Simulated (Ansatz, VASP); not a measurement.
**One calculation of CdTe, two programs**

```
CELL_PARAMETERS angstrom
0.00000 3.04436 3.04436
3.04436 0.00000 3.04436
3.04436 3.04436 0.00000
ATOMIC_POSITIONS crystal
Cd 0.00000 0.00000 0.00000
Te 0.50000 0.50000 0.50000
```

Alike in both runs: task single point; functional PBEsol; k mesh 6 × 6 × 6; occupations fermi-dirac, width 0.02 eV; no spin polarisation.

```csv
,VASP,Ansatz
version,VASP 6.6.1,Ansatz 0.2.0
potentials or method,"VASP PAW PBE potentials, release 64 (Cd, Te)",plane waves
plane-wave cutoff (eV),520,420
valence electrons in the cell,18,36
```

|  | VASP | Ansatz | Ansatz less VASP |
| --- | --- | --- | --- |
| pressure (GPa) | -1.9 | -2.2 | -0.21 |

The functional is the same, so the differences come from potentials, cutoffs and numerics. The two sets of potentials don't hold the same shells in valence.

Caveats: the PAW data sets were made with another functional, which shifts forces and pressure a little (VASP). The runs have no spin-orbit coupling, so splittings on Te are missing.
